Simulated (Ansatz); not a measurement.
Crystal: SnTe.

```xyz
2
Lattice="0.0000 3.1509 3.1509 3.1509 0.0000 3.1509 3.1509 3.1509 0.0000" Properties=species:S:1:pos:R:3 pbc="T T T"
Te    3.1509    3.1509    3.1509
Sn    0.0000    0.0000    0.0000
```

Base run:

* Program: Ansatz 0.2.0
* Functional: PBEsol
* Potentials or basis: Ansatz PAW
* Cutoff: 420 eV (not typed: the program's choice for these potentials)
* k mesh: 7 × 7 × 7
* Occupations: fermi-dirac, width 0.05 eV
* Spin: spin-orbit coupling, no magnetisation

Its results: pressure -0.4 GPa.

Question: The run is repeated on the same cell with these changes: functional from PBEsol to PBE; spin from spin-orbit coupling, no magnetisation to no spin polarisation; potential files from those of the base run to others of the same set. What comes out?

Answer: Pressure 2.2 GPa.

Several settings changed at once, so the effect can't be laid on one alone.

Caveats: the PAW data sets come from PBE, with cores solved anew for the run's functional, which leaves a small shift of forces and pressure (some runs).
